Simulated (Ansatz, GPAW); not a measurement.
# Geometry or basis: what sets the conductance of a Pb chain with a Cu atom bridging one bond, part 3 of 3

Aim: the conductance of a Pb chain with a Cu atom bridging one bond after relaxation, and whether geometry, basis or functional moves it most.

GPAW 26.7.0 and Ansatz 0.2.0; Ansatz plane waves; relaxation of the junction with the lead ends held (the session's first sound run).

So far, transmission at the Fermi level (one spin): step 3 (plane waves, PBE) 2.47; step 5 (GPAW, szp: basis = "szp(dzp)", PBE, GPAW) 2.42; step 6 (GPAW, sz: basis = "sz(dzp)", PBE, GPAW) 2.34; step 7 (revPBE in the dzp basis: xc = "revPBE") 2.41; step 8 (without the relaxation: geometry = "as built", PBE, GPAW) 2.71.

### Step 11. Density threshold 0.001, basis szp(dzp), smearing 0.2: conv = 0.001, basis = "szp(dzp)" and width = 0.2

The Hamiltonian is taken from the last density. The density threshold is one of the tests that end the cycle; the energy must settle too, so a loose value may not be the test that decides. A smaller basis is cheaper in every inversion. Smearing helps the SCF of a metal converge, but it blurs occupations at band edges near the Fermi level.

This step: GPAW LCAO, PAW setups; Landauer transmission from Green's functions with principal layers (ASE), zero bias (GPAW 26.7.0).

Input file run.py:

```python
import json
import numpy as np
from ase import Atoms
from ase.transport.calculators import TransportCalculator
from gpaw import GPAW, FermiDirac
from gpaw.lcao.tools import get_lcao_hamiltonian
from scipy.linalg import eigh

# The junction with lead layers at both ends, along the third cell vector
device = Atoms(
    ['Pb', 'Pb', 'Pb', 'Pb', 'Pb', 'Pb', 'Cu', 'Pb', 'Pb', 'Pb', 'Pb', 'Pb', 'Pb'],
    positions=[
        [4.50000, 4.50000, 1.45000],
        [4.50000, 4.50000, 4.35000],
        [4.50000, 4.50000, 7.25000],
        [4.50000, 4.50000, 10.15000],
        [5.15364, 4.44328, 13.04984],
        [3.94397, 4.51483, 15.91676],
        [6.05017, 4.34141, 17.47969],
        [3.95393, 4.51416, 19.05645],
        [5.12824, 4.43428, 21.94637],
        [4.50000, 4.50000, 24.85000],
        [4.50000, 4.50000, 27.75000],
        [4.50000, 4.50000, 30.65000],
        [4.50000, 4.50000, 33.55000]],
    cell=[[9.0, 0.0, 0.0], [0.0, 9.0, 0.0], [0.0, 0.0, 35.0]],
    pbc=True)

# One principal layer of the lead: the first 3 atoms of the device
lead = Atoms(
    ['Pb', 'Pb', 'Pb'],
    positions=[
        [4.50000, 4.50000, 1.45000],
        [4.50000, 4.50000, 4.35000],
        [4.50000, 4.50000, 7.25000]],
    cell=[[9.0, 0.0, 0.0], [0.0, 9.0, 0.0], [0.0, 0.0, 8.7]],
    pbc=True)

settings = dict(mode='lcao', basis='szp(dzp)', xc='PBE', h=0.2,
                occupations=FermiDirac(0.2), maxiter=250,
                mixer=dict(beta=0.1, nmaxold=8, weight=100.0),
                convergence=dict(density=0.001))
energies = np.arange(-2, 2 + 1e-9, 0.025)
eta = 0.0001
n1, n2 = 1, 1
# k and -k transmit alike, so half of the mesh across the current serves
mesh = [(i, j) for i in range(n1) for j in range(n2) if (i, j) <= (-i % n1, -j % n2)]
weights = np.array([1 if (i, j) == (-i % n1, -j % n2) else 2 for i, j in mesh]) / (n1 * n2)


def ground_state(atoms, size, txt):
    atoms.calc = GPAW(kpts={'size': size, 'gamma': True}, symmetry={'tolerance': 1e-3}, txt=txt, **settings)
    atoms.get_potential_energy()
    return atoms.calc.get_fermi_level()


def blocks(atoms, fermi, points, nz, cells):
    """H - E_F S and S between cell 0 and the cells above it, at each point across the current."""
    kz = np.arange(nz) / nz
    calc = atoms.calc.fixed_density(kpts=[(*k, z) for k in points for z in kz], symmetry='off', txt=None)
    H, S = get_lcao_hamiltonian(calc)
    H = (H - fermi * S).reshape(len(H), len(points), nz, *S.shape[1:])
    S = S.reshape(H.shape[1:])
    phases = [np.exp(-2j * np.pi * kz * R) / nz for R in cells]
    return [(np.einsum('skzij,z->ksij', H, p), np.einsum('kzij,z->kij', S, p)) for p in phases]


def pair(a, b):
    return np.block([[a, b], [b.T.conj(), a]])


def count_channels(h, s, cells, nk=240):
    """Half the number of times that the lead's bands cross each energy, unfolded to its shortest repeat."""
    b = len(h) // cells
    bands = []
    for k in (np.arange(nk + 1) + 0.5) / nk:
        hk, sk = h[:b, :b].copy(), s[:b, :b].copy()
        for R in range(1, cells):
            phase, block = np.exp(2j * np.pi * k * R), slice(R * b, (R + 1) * b)
            hk += h[:b, block] * phase + (h[:b, block] * phase).T.conj()
            sk += s[:b, block] * phase + (s[:b, block] * phase).T.conj()
        w, u = eigh(sk)
        x = u[:, w > 1e-5] / w[w > 1e-5]**0.5  # drop near-dependent combinations
        bands.append(np.r_[eigh(x.T.conj() @ hk @ x, eigvals_only=True), [1e9] * (w <= 1e-5).sum()])
    below = np.array(bands)[:, :, None] < energies
    return (below[1:] != below[:-1]).sum((0, 1)) / 2


fermi_lead = ground_state(lead, (1, 1, 13), 'lead.txt')
fermi_device = ground_state(device, (1, 1, 2), 'device.txt')
T, channels, eigen, tail, misfit, shifts = [], [], [], 0.0, 0.0, []
for first in range(0, len(mesh), 657):
    points = [(i / n1, j / n2) for i, j in mesh[first:first + 657]]
    (H0k, S0k), (H1k, S1k), (H2k, _) = blocks(lead, fermi_lead, points, 5, range(3))
    [(Hk, Sk)] = blocks(device, fermi_device, points, 2, [0])
    tail = max(tail, abs(H2k).max())
    for H0, S0, H1, S1, H, S in zip(H0k, S0k, H1k, S1k, Hk, Sk):
        n = len(S0)
        # Shift the lead onto the potential of the device's first layer
        shift = ((H[:, 0, 0] - H0[:, 0, 0]) / S0[0, 0]).real.mean()
        shifts.append(shift)
        misfit = max(misfit, abs(H[:, :n, :n] - H0 - shift * S0).max())
        Tk, Ck, Ek = [], [], []
        for s in range(len(H)):
            t = s % len(H0)  # a lead without moments serves both spins
            h1, s1 = pair(H0[t] + shift * S0, H1[t] + shift * S1), pair(S0, S1)
            leads = dict(h1=h1, s1=s1, energies=energies, eta=eta, eta1=eta, eta2=eta)
            calc = TransportCalculator(h=H[s], s=S, eigenchannels=3, **leads)
            Tk.append(calc.get_transmission())
            Ek.append(np.sort(calc.eigenchannels_ne, axis=0)[::-1])
            Ck.append(count_channels(h1, s1, 6))
        T.append(Tk)
        channels.append(Ck)
        eigen.append(Ek)
T, channels = np.array(T), np.array(channels)
mean, open_channels = np.einsum('kse,k->se', T, weights), np.einsum('kse,k->se', channels, weights)

print(f'basis functions: device {len(S)}, principal layer {n}')
print(f'Fermi level: lead {fermi_lead:.4f} eV, device {fermi_device:.4f} eV; lead shifted by {np.mean(shifts):.4f} eV')
print(f'largest coupling past the next layer {tail:.2e} eV, largest misfit of the first layer {misfit:.3f} eV')
print('  E-E_F (eV)   ' + 'T (one spin)  channels')
for e, t, c in zip(energies, mean.T, open_channels.T):
    print(f'{e:10.3f}  ', *[f'{x:11.4e}' for x in t], *[f'{x:9.4f}' for x in c])

kT = 8.617333e-5 * 300
fine = np.linspace(energies[0], energies[-1], 4001)
both = np.exp(np.interp(fine, energies, np.log(np.maximum(mean.sum(0) * 2 / len(mean), 1e-30))))
fermi = lambda mu: 1 / (1 + np.exp(np.clip((fine - mu) / kT, -200, 200)))
slope = fermi(0) * (1 - fermi(0)) / kT
G = np.trapezoid(both * slope, fine) / 2
seebeck = -np.trapezoid(both * slope * fine, fine) / (2 * G * 300) * 1e6
print(f'conductance at 300 K: {G:.5g} G0 a cell; thermopower {seebeck:.4g} uV/K')
bias = [0.1, 0.2, 0.5, 1.0, 1.5, 2.0]
current = [38.74 * np.trapezoid(both * (fermi(V / 2) - fermi(-V / 2)), fine) for V in bias]
for V, I in zip(bias, current):
    print(f'current from the zero-bias T(E) at {V} V: {I:.5g} uA')
zero = abs(energies).argmin()
json.dump(dict(energies=energies.tolist(), T=mean.tolist(), channels=open_channels.tolist(), G=G, seebeck=seebeck,
               bias=bias, current=current, tail=tail, misfit=misfit, shift=np.mean(shifts), n_device=len(S), n_lead=n,
               fermi=[fermi_lead, fermi_device], energy=device.get_potential_energy(),
               moments=device.get_magnetic_moments().tolist(), mesh=mesh, weights=weights.tolist(),
               T_k=T[:, :, zero].tolist(), eigen=np.array(eigen[0]).tolist()), open('result.json', 'w'))
```

Launch:

```sh
> OMP_NUM_THREADS=1 OPENBLAS_NUM_THREADS=1 python run.py
```

It took 47 s on 1 thread of Arm Neoverse V1, shared host; peak memory 1.2 GiB.

Numbers from this step:

* conductance: 2.384 G₀
* thermopower: -2.913 μV/K
* largest coupling past the next principal layer: 2.75e-8 eV
* largest misfit of the first principal layer: 0.01321 eV
* shift that aligns the lead: -0.001077 eV
* basis functions of the junction: 177
* basis functions of a principal layer: 42
* transmission at the Fermi level (one spin): 2.383

One spin. The transmission, zone mean by energy, zero at the Fermi level:

```
energy (eV)  transmission, zone mean
     -2.000                   0.0214
     -1.850                    0.272
     -1.800                   0.0230
     -1.600                    0.272
     -1.400                    0.546
     -1.200                    0.823
     -1.000                    0.987
     -0.800                    0.949
     -0.600                     1.40
     -0.400                     2.08
     -0.200                     2.21
      0.000                     2.38
      0.200                     2.58
      0.400                     2.73
      0.600                     2.82
      0.800                     2.86
      0.825                     2.86
      1.000                     2.82
      1.200                     2.70
      1.400                     2.54
      1.600                     2.39
      1.800                     2.31
      1.900                     2.72
      2.000                     1.70
```

Not self-consistent under bias; the bias window is split evenly. Current through one cell, from the zero-bias transmission against bias:

```
bias (V)  current through one cell, from the zero-bias transmission (μA)
   0.100                                                            18.5
   0.200                                                            36.9
   0.500                                                            92.5
   1.000                                                             185
   1.500                                                             265
   2.000                                                             339
```

Table of transmission of the three most open eigenchannels by energy, zero at the Fermi level:

```
energy (eV)  channel 1  channel 2  channel 3
     -2.000     0.0214          0          0
     -1.900     0.0874          0          0
     -1.800     0.0230          0          0
     -1.700      0.156          0          0
     -1.600      0.272          0          0
     -1.500      0.402          0          0
     -1.400      0.546          0          0
     -1.300      0.691          0          0
     -1.200      0.823          0          0
     -1.100      0.927          0          0
     -1.000      0.987          0          0
     -0.900      0.996          0          0
     -0.800      0.949    5.3e-12    3.2e-12
     -0.700      0.928     0.0551    0.00863
     -0.600      0.990      0.375     0.0342
     -0.500      0.997      0.808     0.0636
     -0.400      0.997      0.973      0.106
     -0.300      0.997      0.992      0.162
     -0.200      0.996      0.985      0.234
     -0.100      0.991      0.981      0.322
      0.000      0.988      0.975      0.420
      0.100      0.986      0.969      0.525
      0.200      0.985      0.963      0.628
      0.300      0.983      0.957      0.720
      0.400      0.981      0.950      0.798
      0.500      0.978      0.943      0.863
      0.600      0.973      0.937      0.913
      0.700      0.968      0.953      0.928
      0.800      0.978      0.964      0.915
      0.900      0.993      0.961      0.896
      1.000      0.998      0.961      0.862
      1.100      0.999      0.964      0.808
      1.200      0.999      0.970      0.733
      1.300      0.999      0.980      0.644
      1.400      0.999      0.991      0.552
      1.500      0.999      0.997      0.464
      1.600      0.999      0.995      0.398
      1.700      0.999      0.972      0.362
      1.800      0.999      0.915      0.399
      1.900      0.999      0.905      0.818
      2.000      0.999      0.692    0.00465
```

The conductance, 2.38 G₀, lies 1.6 % below that of the dzp run.

### Step 12. Summary of results

- conductance: 2.42 G₀
- transmission at the Fermi level, mean of the spins: 2.42
- thermopower: -3.00 μV/K

In words: In the dzp basis the junction conducts 2.42 G₀ at 300 K, with T = 2.42 a spin at the Fermi level; the sz basis reaches that conductance within 10 %. Relaxation moved atoms by up to 0.66 Å and took the conductance from 2.72 to 2.42 G₀, as a ratio a larger change than the step from dzp to the minimal basis. Plane waves (PBE) give T = 2.47 there. At the Fermi level the three most open eigenchannels pass 0.99, 0.97 and 0.46. Measured against the first run (pw-pbe), the nearest curve is that of dzp (r.m.s. 0.11) and the farthest that of asbuilt (0.38). Over the compared runs wall time goes from 35 s (sz) to 103 s (pw-pbe), on a shared host; the plane-wave run used 4 threads and the orbital runs 1. The leads kept an estimated spacing and the cell its length, so the junction may be under some tension or compression. The run had no spin polarisation, so a magnetic state, which chains and small molecules with open shells often have, wasn't tested. Spin-orbit coupling is left out, which matters for the heavy atoms here. An evenly spaced straight chain is an idealisation: free chains tend to dimerise, zigzag or, where a band edge lies near the Fermi level, turn magnetic. The currents use the zero-bias T(E) throughout, which holds only while the bias is small against the distance to the nearest feature.

[Logs are printed without paths, hosts, clocks, repeated set-up lines and the standing remarks that a program may print on its own settings, such as how far it seeks lower states.]

[Hosts, paths, dates, database ids (printed as entryN), source tags and the programs' standing remarks are cut or masked in the printed files.]
